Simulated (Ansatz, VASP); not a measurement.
## ZrB2 (ZrB2 strained to the junction's net) in two plane-wave programs

One calculation is typed for both programs; each brings its own data sets. How far apart do they land? The structure shown is the end of the Ansatz relaxation below.

Main program and level: Ansatz 0.2.0; plane waves, with VASP 6.6.1 beside it; single point at PBE.

## Step 1: The starting structure

The structure is hexagonal, space group P6/mmm (No. 191). The conventional cell has a = 3.070 Å, b = 3.070 Å, c = 3.608 Å, α = 90.00°, β = 90.00°, γ = 120.00°. Zr has 12 B at 2.53 Å nearest. Nearest to B lie 3 B at 1.77 Å and 6 Zr at 2.53 Å. Farther neighbours are not listed.

## Step 2: Ansatz: relaxation, PBE

Ansatz runs on its default PAW (the set named soft_2) files.

This run makes the geometry at which the two programs are then compared.

Contents of input.yaml:

```yaml
crystal:
  lattice:
    - [3.07, 0.0, 0.0]
    - [-1.535, 2.6586979896, 0.0]
    - [0.0, 0.0, 3.6359591195]
  atoms:
    - { symbol: Zr, position: [0.0, 0.0, 0.0] }
    - { symbol: B, position: [0.3333333333, 0.6666666667, 0.5] }
    - { symbol: B, position: [0.6666666667, 0.3333333333, 0.5] }
kpoints:
  mp_grid: { grid: [12, 12, 9] }
scf:
  occupations: { method: fermi_dirac, width: 0.1 }
  max_iter: 150
hamiltonian:
  xc: pbe
relax:
  f_tol: 0.01
  max_steps: 40
  cell: { fix: [a, b, angles] }
```

On the command line:

```sh
$ ansatz run input.yaml --threads 4 --pin off --max-ram 10240MiB --backend cpu --events-out ev --progress --plain --runs-dir out
```

Numbers of over 12 decimals in the logs are rounded to 6 here.

Log:

```text
Engine: ansatz 0.2.0, aarch64-unknown-linux-gnu
Pseudopotentials: kind: paw
Pseudopotential: Zr, paw, valence charge 12, recommended cutoff 420 eV (normal), Zr.paw.azcp
Pseudopotential: B, paw, valence charge 3, recommended cutoff 420 eV (normal), B.paw.azcp
Functional definition: PBE
  parameter kappa = 0.804
  parameter beta = 0.066725
  exchange = pbe_x(kappa = kappa, mu = beta*pi^2/3)
  correlation = pbe_c(beta = beta)
Crystal: 3 atoms, lattice volume = 29.677 Å³
Basis set: ecut = 420 eV, 565 PW (Γ), exchange–correlation on 48×48×50 points (8 copies of the dense FFT grid, shifted against one another)
Bands: 13, of which v1, the nominal top of the filled ones, is band 9 counted from 1 (8 counted from 0)
Symmetry: 24 space group operations
Space group: P6/mmm (ITA 191), of the structure as read, at distance tolerance 3.1e-5 Å
k-points: 95 of 1296
Non-local potential: Zr, projectors of the file, l = 0: 3, l = 1: 2, l = 2: 2, l = 3: 2
Non-local potential: B, projectors of the file, l = 0: 2, l = 1: 2, l = 2: 1
PAW form: soft (Blöchl's): semilocal exchange-correlation on the pseudo side does not see the compensation charge
PAW one-centre angular grid: Zr, 590 points (default); XC on 64 Gauss nodes
PAW one-centre angular grid: B, 110 points (default); XC on 64 Gauss nodes
Initial density: superposition of atomic densities (neutral atoms: chi_scale 0, normalization atom), corrected by the library's trained network
Initial wavefunctions: pseudopotential atomic-orbital guess
Functional: x = pbe(κ = 0.804, μ = 0.219515), c = pbe(β = 0.066725)
SCF iter   1: F=—  HF=-4498.610258 eV  |F-HF|=—  |Δ(HF+E_count)|=         —  Δρ=1.24e-3  dr2=2.27e-4  ethr=1.77e-3  ⟨swp⟩=4.9  Hψ=6039  notcnv=0
preconditioner: auto → none  [insulator: Δε(μ)=0.361 eV  Ē_g=17.043 eV  σ=0.100 eV  W_gap=0.55  n_scr=8 (ndim 8)  ℏωp=27.3 eV  f_vac=0.000  D(μ)=0.25/eV (n_scr^D=0)  ε∞_Penn≈3.6]
SCF iter   2: F=—  HF=-4498.610210 eV  |F-HF|=—  |Δ(HF+E_count)|=   4.81e-5  Δρ=5.64e-4  dr2=4.50e-5  ethr=1.26e-6  ⟨swp⟩=2.1  Hψ=2772  notcnv=0
SCF iter   3: F=—  HF=-4498.610235 eV  |F-HF|=—  |Δ(HF+E_count)|=   2.51e-5  Δρ=1.27e-4  dr2=1.80e-6  ethr=2.50e-7  ⟨swp⟩=2.7  Hψ=2091  notcnv=0
SCF iter   4: F=—  HF=-4498.610236 eV  |F-HF|=—  |Δ(HF+E_count)|=   1.13e-6  Δρ=4.00e-5  dr2=1.41e-7  ethr=1.00e-8  ⟨swp⟩=2.9  Hψ=2099  notcnv=0
iter 5 did not close the SCF: its close was put off for the readings that it lacked (scf_convergence_deferred on its scf_iter line)
SCF iter   5: F=-4498.610237 eV  HF=-4498.610237 eV  |F-HF|=2.90e-10  |Δ(HF+E_count)|=   1.82e-7  Δρ=2.57e-6  dr2=1.36e-9  ethr=7.84e-10  ⟨swp⟩=2.0  Hψ=2087  notcnv=0
SCF iter   6: F=-4498.610237 eV  HF=-4498.610237 eV  |F-HF|=2.46e-11  |Δ(HF+E_count)|=  2.66e-10  Δρ=4.28e-7  dr2=3.91e-11  ethr=7.54e-12  ⟨swp⟩=1.0  Hψ=3735  notcnv=0
SCF 1 converged in 6 iterations: F = -4498.610237 eV  dr2 = 3.91e-11
  greatest PAW one-centre occupation: 0.996 electrons in one spin orbital (limit 2), on the Zr atom at site 0 (counted from 0), in its partial waves of l = 0
relax step   1: F+E_penalty+E_count = -4498.61023658 eV  Δ(F+E_penalty+E_count) = +0.000e0 eV  max|allowed force component| = 5.798e-16 eV/Å  Δτ_max = 0.0000 Å  P = +11.114 GPa  Ω = 29.677 Å³  fix = [a, b, alpha, beta, gamma]  reactions: a +18.467, b +18.467 GPa  (6 SCF iters, dr2 threshold 1.00e-7 eV, accepted)
[...]
relax step   3: F+E_penalty+E_count = -4498.61316331 eV  Δ(F+E_penalty+E_count) = -1.222e-3 eV  max|allowed force component| = 4.503e-16 eV/Å  Δτ_max = 0.0000 Å  P = +13.080 GPa  Ω = 29.450 Å³  energy of the carried Pulay correction = +3.085e-4 eV  fix = [a, b, alpha, beta, gamma]  reactions: a +19.655, b +19.655 GPa  (6 SCF iters, dr2 threshold 3.00e-7 eV, accepted)
[...]
relax step   4: F+E_penalty+E_count = -4498.61317022 eV  Δ(F+E_penalty+E_count) = -6.910e-6 eV  max|allowed force component| = 5.551e-17 eV/Å  Δτ_max = 0.0000 Å  P = +13.118 GPa  Ω = 29.446 Å³  energy of the carried Pulay correction = +3.144e-4 eV  fix = [a, b, alpha, beta, gamma]  reactions: a +19.678, b +19.678 GPa  (6 SCF iters, dr2 threshold 1.24e-8 eV, accepted)
[...]
relax step   5: F+E_penalty+E_count = -4498.61286371 eV  Δ(F+E_penalty+E_count) = +3.065e-4 eV  max|allowed force component| = 8.635e-17 eV/Å  Δτ_max = 0.0000 Å  P = +13.107 GPa  Ω = 29.446 Å³  fix = [a, b, alpha, beta, gamma]  reactions: a +19.672, b +19.672 GPa  stress off target by 2.40e-2 GPa on what of the cell is left free  SCF on the basis re-selected at this cell (its energy is not comparable with the rows above)  (8 SCF iters)
basis re-selected at this cell: Δ(F+E_penalty+E_count) = +3.065e-4 eV, ΔP = -0.012 GPa vs the last step (what re-selecting the basis moved, of the pressure what is left beyond the Pulay correction that the steps carried, after the strain that the cell walked since its last selection, with what the two solves' SCF thresholds leave and, on support functions, any second-order correction that the steps lacked; it is no m [...]
SCF converged after 8 iterations
Free energy (F): -4498.612864 eV
Harris-Foulkes:  -4498.612864 eV  (|F-HF|=9.09e-13)
Internal energy: -4498.604773 eV  (E = F + TS)
E sigma→0 (E₀):  -4498.608818 eV
Entropy (-TS):   -0.008091 eV (-2.697 meV/atom)
Fermi energy:    16.508555 eV
--- Per-component energies (eV) ---
  E_band       = -12.607805
  E_kinetic    = 439.747658
  E_local      = -536.316285  (includes V_loc(G=0)·N_el)
  E_nonlocal   = 101.140649
  E_hartree    = 170.800098
  E_xc         = -230.369694
  E_vxc        = -273.206219  (∫ρ·V_xc dr)
  E_paw        = -3111.170148  (= ΣΔE_a)
  E_vpaw       = -85.573822  (= ΣTr[D̂ρ^β])
  E_aug_tail   = 0.000018  (compensation charges beyond the density's cutoff)
  E_ewald      = -1332.437068
  E_smearing   = -0.008091  (= −TS)
  E_closure    = 0.000000  (closes the sum)
  Σ components = -4498.612864   (vs F -4498.612864, Δ=0.00e0)
--- Forces (eV/Å), atoms counted from 1 ---
  atom   1  Zr    -0.00000000     0.00000000     0.00000000
  atom   2  B      0.00000000    -0.00000000     0.00000000
  atom   3  B      0.00000000     0.00000000     0.00000000
  max |Σ_I F_I| component: 1.85e-17 eV/Å
--- Stress (GPa, compression-positive) ---
       19.672314      -0.000000      -0.000000
        0.000000      19.672314      -0.000000
       -0.000000      -0.000000      -0.024011
  P = ⅓ Tr σ = 13.1069 GPa (131.069 kbar)
--- Band table (eV; the first three rows and the last of 95) ---
  k-point 0: bands = [... 5 lower, 13.6693, 13.7805, 14.1760, 14.1760, 20.1570, 20.1570, 20.4694, 20.4694]
  k-point 1: bands = [... 5 lower, 12.5752, 14.2864, 14.2864, 14.8103, 19.4572, 19.4572, 20.1368, 20.1368]
  k-point 2: bands = [... 5 lower, 11.3922, 14.6104, 14.6104, 15.8468, 18.4925, 18.4925, 19.3120, 19.3120]
  k-point 94: bands = [... 5 lower, 7.7081, 11.2577, 13.9497, 13.9497, 20.4027, 22.1419, 22.1419, 23.4008]
--- Relaxed structure (4 steps of the walk, 4 accepted, 1 SCFs on fresh bases) ---
  F+E_penalty+E_count = -4498.61286371 eV   max|allowed force component| = 8.635e-17 eV/Å   (the final SCF, on the basis selected at the relaxed cell)
  cell:  # Å, volume = 29.4458 Å³
    - [3.070000, 0, 0]
    - [-1.535000, 2.658698, 0]
    - [0, 0, 3.607578]
  atoms:
    - { symbol: Zr, position: [0, 0, 0] }
    - { symbol: B, position: [0.333333, 0.666667, 0.500000] }
    - { symbol: B, position: [0.666667, 0.333333, 0.500000] }
```

Reading the cycles: dr2 is the Hartree energy of the density residual (eV), the measure of convergence; HF is the Harris–Foulkes estimate of the energy, which meets the free energy F at convergence.

## Step 3: VASP: single point, PBE

The same cell, functional, mesh and smearing now go to VASP, with its own data sets.

Lines of VASP's logs that name or quote its potential files are left out, and so is its time.

Contents of INCAR:

```
SYSTEM = ZrB2
PREC = Accurate
ENCUT = 500
EDIFF = 1E-06
NELM = 120
ISMEAR = -1
SIGMA = 0.1
LREAL = .FALSE.
ALGO = Normal
GGA = PE
NBANDS = 15
LASPH = .TRUE.
LORBIT = 11
LWAVE = .FALSE.
LCHARG = .FALSE.
ISIF = 2
GGA_COMPAT = .FALSE.
```

Contents of POSCAR:

```
ZrB2
1.0
    3.0700000000      0.0000000000      0.0000000000
   -1.5350000000      2.6586979896      0.0000000000
    0.0000000000      0.0000000000      3.6075776235
Zr B
1 2
Direct
    0.0000000000      0.0000000000      0.0000000000
    0.3333333333      0.6666666667      0.5000000000
    0.6666666667      0.3333333333      0.5000000000
```

Contents of KPOINTS:

```
Automatic mesh
0
Gamma
12 12 9
0 0 0
```

PAW data sets: Zr_sv and B (PBE family, release 64).

On the command line:

```sh
$ mpirun -np 1 vasp_std
```

Log:

```text
[banner, memory and clock lines left out]
running    1 mpi-ranks, on    1 nodes
 distrk:  each k-point on    1 cores,    1 groups
 distr:  one band on    1 cores,    1 groups

 POSCAR found type information on POSCAR ZrB
 POSCAR found :  2 types and       3 ions
 LDA part: xc-table for (Slater+PW92), standard interpolation
 POSCAR, INCAR and KPOINTS ok, starting setup
 FFT: planning ... GRIDC
 FFT: planning ... GRID_SOFT
 FFT: planning ... GRID
 WAVECAR not read
 entering main loop
       N       E                     dE             d eps       ncg     rms          rms(c)
DAV:   1     0.101351290431E+03    0.10135E+03   -0.94736E+03  2858   0.116E+03
DAV:   2    -0.235254641680E+02   -0.12488E+03   -0.11976E+03  3529   0.300E+02
DAV:   3    -0.277924685880E+02   -0.42670E+01   -0.42457E+01  4579   0.485E+01
DAV:   4    -0.278545986809E+02   -0.62130E-01   -0.62116E-01  3281   0.541E+00
DAV:   5    -0.278566907819E+02   -0.20921E-02   -0.20921E-02  4413   0.613E-01    0.227E+01
DAV:   6    -0.249008982174E+02    0.29558E+01   -0.70747E+00  3507   0.184E+01    0.932E+00
DAV:   7    -0.248684107703E+02    0.32487E-01   -0.72912E-01  4045   0.545E+00    0.358E+00
DAV:   8    -0.248724156196E+02   -0.40048E-02   -0.11065E-01  3491   0.280E+00    0.499E-01
DAV:   9    -0.248680962473E+02    0.43194E-02   -0.24516E-02  3636   0.119E+00    0.227E-01
DAV:  10    -0.248676263278E+02    0.46992E-03   -0.20771E-03  3406   0.436E-01    0.374E-02
DAV:  11    -0.248676386545E+02   -0.12327E-04   -0.79163E-05  3675   0.872E-02    0.117E-02
DAV:  12    -0.248676365102E+02    0.21443E-05   -0.30131E-06  3378   0.137E-02    0.571E-03
DAV:  13    -0.248676366426E+02   -0.13234E-06   -0.28915E-07  1740   0.530E-03
   1 F= -.24867637E+02 E0= -.24863592E+02  d E =-.808876E-02
```

From OUTCAR (step 3):

```text
ion  position               nearest neighbor table
   1  0.000  0.000  0.000-   2 2.53   3 2.53   2 2.53   3 2.53   2 2.53   2 2.53   3 2.53   3 2.53
                             3 2.53   3 2.53   2 2.53   2 2.53
   2  0.333  0.667  0.500-   3 1.77   3 1.77   3 1.77   1 2.53   1 2.53   1 2.53   1 2.53   1 2.53
                             1 2.53
   3  0.667  0.333  0.500-   2 1.77   2 1.77   2 1.77   1 2.53   1 2.53   1 2.53   1 2.53   1 2.53
                             1 2.53

  LATTYP: Found a hexagonal cell.
 ALAT       =     3.0700000000
 C/A-ratio  =     1.1751067178

 Subroutine GETGRP returns: Found 24 space group operations
 (whereof 24 operations were pure point group operations)

The static configuration has the point symmetry D_6h.

 Found     95 irreducible k-points:

   k-points           NKPTS =     95   k-points in BZ     NKDIM =     95   number of bands    NBANDS=     15

   dimension x,y,z NGX =    24 NGY =   24 NGZ =   28
   dimension x,y,z NGXF=    48 NGYF=   48 NGZF=   56

   ENCUT  =  500.0 eV  36.75 Ry    6.06 a.u.   5.60  5.60  6.58*2*pi/ulx,y,z

   NELECT =      18.0000    total number of electrons

 k-points in reciprocal lattice and weights: Automatic mesh
   0.00000000  0.00000000  0.00000000       0.001
   0.08333333 -0.00000000  0.00000000       0.005
   0.16666667 -0.00000000  0.00000000       0.005
   0.25000000 -0.00000000  0.00000000       0.005
   0.33333333 -0.00000000  0.00000000       0.005
   0.41666667 -0.00000000  0.00000000       0.005
   0.50000000 -0.00000000  0.00000000       0.002
   0.08333333  0.08333333  0.00000000       0.005
   0.16666667  0.08333333  0.00000000       0.009
[...]
0.33333333  0.25000000  0.44444444       0.019
   0.33333333  0.33333333  0.44444444       0.003

 average (electrostatic) potential at core
       1 -72.2430       2 -21.2834       3 -21.2834

 E-fermi :  11.0042

 k-point     1 :       0.0000    0.0000    0.0000
  band No.  band energies     occupation
    ...
      5      -1.9936      2.00000
      6       8.1638      2.00000
      7       8.2735      2.00000
      8       8.6714      2.00000
      9       8.6714      2.00000
     10      14.6565      0.00000
     11      14.6565      0.00000
     12      14.9671      0.00000
     13      14.9671      0.00000
     14      16.7270      0.00000
    ...

 k-point     2 :       0.0833   -0.0000    0.0000
  band No.  band energies     occupation
    ...
      5      -1.8475      2.00000
      6       8.1203      2.00000
      7       8.2389      2.00000
      8       8.3377      2.00000
      9       8.6671      2.00000
     10      14.3019      0.00000
     11      14.5536      0.00000
     12      14.6129      0.00000
     13      14.8552      0.00000
     14      17.0955      0.00000
    ...

 k-point     3 :       0.1667   -0.0000    0.0000
  band No.  band energies     occupation
    ...
      5      -1.4275      2.00000
      6       7.2238      2.00000
      7       7.7504      2.00000
      8       8.6118      2.00000
      9       8.7266      2.00000
     10      13.3571      0.00000
     11      14.2891      0.00000
     12      14.3746      0.00000
     13      15.1141      0.00000
     14      17.4549      0.00000
    ...

  Total        3.6484229      3.6484229      0.0404592      0.0000000     -0.0000000      0.0000000
  in kB      198.5147055    198.5147055      2.2014278      0.0000000     -0.0000000      0.0000000
  external PRESSURE =     133.0769463 kB  Pullay stress =       0.0000000 kB

  energy-cutoff  :      500.00
  volume of cell :       29.45
      direct lattice vectors                 reciprocal lattice vectors
     3.070000000  0.000000000  0.000000000     0.325732899  0.188061977  0.000000000
    -1.535000000  2.658697990  0.000000000     0.000000000  0.376123954  0.000000000
     0.000000000  0.000000000  3.607577624     0.000000000  0.000000000  0.277194313

 POSITION                                       TOTAL-FORCE (eV/Angst)
 -----------------------------------------------------------------------------------
      0.00000      0.00000      0.00000        -0.000000      0.000000      0.000000
     -0.00000      1.77247      1.80379        -0.000000      0.000000     -0.000000
      1.53500      0.88623      1.80379         0.000000     -0.000000      0.000000
 -----------------------------------------------------------------------------------
    total drift:                               -0.000000      0.000000      0.000000

  FREE ENERGIE OF THE ION-ELECTRON SYSTEM (eV)
  ---------------------------------------------------
  free  energy   TOTEN  =       -24.8676366426 eV

  energy  without entropy=      -24.8595478862  energy(sigma->0) =      -24.86359226

 total charge
# of ion       s       p       d       tot
------------------------------------------
    1        2.179   6.035   1.819  10.034
    2        0.682   1.303   0.000   1.986
    3        0.682   1.303   0.000   1.986
--------------------------------------------------
tot          3.544   8.642   1.819  14.005

[... 3 further parts left out ...]
```

The run ends at a pressure of 13.31 GPa.

## Step 4: Differences

Known differences besides the potentials themselves: the cutoff is 420 eV in Ansatz and 500 eV in VASP; Ansatz's pressure holds a Pulay correction, VASP's none. Total energies have different zeros and are not compared.

Compared:

| quantity | Ansatz | VASP | difference |
| --- | --- | --- | --- |
| pressure (GPa) | 13.11 | 13.31 | -0.20 |

## Step 5: Summary of results

```yaml
difference_in_pressure_single_point_pbe: -0.20 GPa
```

What this shows: The difference in pressure is -0.20 GPa (single point, PBE), within the 1 GPa picked in this series as the mark of a large difference. Such differences can come from data sets, numerical settings and the points named under the comparisons, not from the functional's error against experiment.

[Lines on the potential files, build, host, timing and source positions are cut from VASP's logs without a mark.]

[Logs are printed without paths, hosts, clocks, repeated set-up lines and the standing remarks that a program may print on its own settings, such as how far it seeks lower states.]

[Hosts, paths, dates, database ids (printed as entryN), source tags and the programs' standing remarks are cut or masked in the printed files.]
